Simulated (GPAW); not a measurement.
# MgO (Fm-3m) in GPAW: further runs, part 2 of 2

GPAW 26.7.0.

## 3. Single point, LDA

Contents of run.py:

```python
from ase.io import read
from gpaw import PW
from gpaw.dft import DFT

atoms = read('MgO.cif')

dft = DFT(atoms,
          mode=PW(1600),
          xc='LDA',
          kpts={'size': (11, 11, 11), 'gamma': True},
          occupations={'name': 'fermi-dirac', 'width': 0.05},
          setups='hgh',
          nbands=-8,
          convergence={'density': 1e-05, 'energy': 1e-05},
          maxiter=150,
          txt='gpaw.txt')
print(f'Energy: {dft.calculate_energy():.6f} eV')
print('Forces (eV/A):')
print(dft.calculate_forces().round(4))
print('Stress (eV/A^3):', dft.calculate_stress().round(6))
dft.write_gpw_file('gs.gpw')
```

Contents of MgO.cif:

```cif
data_MgO
_cell_length_a 2.96560781
_cell_length_b 2.96560781
_cell_length_c 2.96560781
_cell_angle_alpha 60.00000000
_cell_angle_beta 60.00000000
_cell_angle_gamma 60.00000000
_space_group_name_H-M_alt 'P1'
_space_group_name_Hall 'P 1'
_space_group_IT_number 1
loop_
_space_group_symop_operation_xyz
'x,y,z'
loop_
_atom_site_label
_atom_site_type_symbol
_atom_site_symmetry_multiplicity
_atom_site_Wyckoff_symbol
_atom_site_fract_x
_atom_site_fract_y
_atom_site_fract_z
_atom_site_occupancy
Mg1 Mg 1 a 0.0000000000 0.0000000000 0.0000000000 1
O1 O 1 a 0.5000000000 0.5000000000 0.5000000000 1
```

Potentials or basis: HGH pseudopotentials, pw.

The run is started by

```
OMP_NUM_THREADS=1 python run.py
```

Run time: 31 s. Hardware: 1 thread of Arm Neoverse V1, shared host; peak memory 0.18 GiB.

The run converged. Its results:

- Free energy: -463.4922 eV
- Pressure: -39.0 GPa
- Band gap on the k mesh: 4.74 eV, direct

Levels at points of the mesh, in eV from the valence-band top:
```tsv
k point	band 1	band 2	band 3	band 4	band 5	band 6	band 7	band 8
(0.00, 0.00, 0.00)	-17.17	0.00	0.00	0.00	4.74	15.80	15.80	15.80
```

Caveat: a pressure of tens of GPa on the cell as given is suspect, and the run, the potentials or the cell itself is likely at fault; HGH potentials are hard and often keep d shells in the core, so these values are rough.

## 4. Single point, LDA (volume scaled by 1.15)

Contents of run.py:

```python
from ase.io import read
from gpaw.dft import DFT

atoms = read('POSCAR')

dft = DFT(atoms,
          mode='lcao',
          h=0.16,
          basis='dzp',
          xc='LDA',
          kpts={'size': (11, 11, 11), 'gamma': True},
          occupations={'name': 'fermi-dirac', 'width': 0.05},
          convergence={'density': 1e-05, 'energy': 1e-05},
          maxiter=150,
          txt='gpaw.txt')
print(f'Energy: {dft.calculate_energy():.6f} eV')
print('Forces (eV/A):')
print(dft.calculate_forces().round(4))
dft.write_gpw_file('gs.gpw')
```

Contents of POSCAR:

```
MgO
1.0
    0.0000000000      2.1970064521      2.1970064521
    2.1970064521      0.0000000000      2.1970064521
    2.1970064521      2.1970064521      0.0000000000
Mg O
1 1
Direct
    0.0000000000      0.0000000000      0.0000000000
    0.5000000000      0.5000000000      0.5000000000
```

Potentials or basis: the program's PAW data sets (release 1.2.1) made for this functional, lcao:dzp.

The run is started by

```
OMP_NUM_THREADS=1 python run.py
```

Wall time 5.9 min (1 thread of Arm Neoverse V1, shared host); peak memory 0.16 GiB.

Results (log left out):

| Quantity | Value |
| --- | --- |
| Free energy | -12.5679 eV |
| Band gap on the k mesh | 3.45 eV, direct |

Levels at points of the mesh, in eV from the valence-band top:
```
           k point  band 6  band 7  band 8  band 9  band 10  band 11
(0.00, 0.00, 0.00)   -0.02   -0.02    0.00    3.45    21.70    21.70
```

Caveat: the real-space grid adds noise to forces; the basis of atomic orbitals isn't converged, which shifts pressures, moduli and gaps.

## 5. Single point, LDA

MgO.cif is that of step 3.

Potentials or basis: the program's PAW data sets (release 1.2.1) made for this functional, pw.

The run is started by

```
OMP_NUM_THREADS=1 gpaw run MgO.cif -p 'mode=PW(800),xc=LDA,kpts={size:(11,11,11),gamma:True},occupations={name:fermi-dirac,width:0.05},nbands=16,convergence={density:1e-05,energy:1e-05},maxiter=150,txt=gpaw.txt' --properties efs -w gs.gpw
```

Run time: 16 s. Hardware: 1 thread of Arm Neoverse V1, shared host; peak memory 0.15 GiB.

Results (log left out):

| Property | Result |
| --- | --- |
| Free energy | -13.5904 eV |
| Pressure | -3.7 GPa |
| Band gap on the k mesh | 4.80 eV, direct |

Levels at points of the mesh, in eV from the valence-band top:
```
           k point  band 6  band 7  band 8  band 9  band 10  band 11
(0.00, 0.00, 0.00)    0.00    0.00    0.00    4.80    15.63    15.63
```

## 6. Overview

```tsv
task	level	potentials or basis	cell	k mesh	cutoff (eV)	mesh off Gamma	maxiter	grid spacing	other keys	gap on the mesh (eV)	pressure (GPa)
electron localisation function	SOGGA	PAW data sets generated in the run's folder for this functional, pw	volume scaled by 1.04	9 × 9 × 9	800	yes	100	-	several, not listed	4.64	-3.5
single point	LDA	the program's PAW data sets (release 1.2.1) made for this functional, lcao:dzp	volume scaled by 1.15	11 × 11 × 11	-	-	150	0.16 Å	-	3.45	-
single point	LDA	the program's PAW data sets (release 1.2.1) made for this functional, pw	as given	11 × 11 × 11	800	-	150	-	-	4.80	-3.7
```

Alike in all rows: no spin polarisation; smearing fermi-dirac 0.05 eV.

Caveats: an odd mesh through Γ misses points on the zone boundary, where band edges often lie (some runs); the real-space grid adds noise to forces (some runs); the basis of atomic orbitals isn't converged, which shifts pressures, moduli and gaps (some runs).

Absolute energies hang on the potentials; compare differences alone.

## 7. Against experiment

Step 5. Measured gap of MgO: 7.83 eV (quoted in “Electronic structure of alkaline earth and post-transition metal oxides”, 2009, arxiv:0908.1581). This calculation gives 4.80 eV (-3.03 eV). The value is that of LDA, without temperature or zero-point motion. Semilocal functionals fall short of measured gaps as a rule. The cell is a database's relaxed one, not the measured one, which moves gaps too.
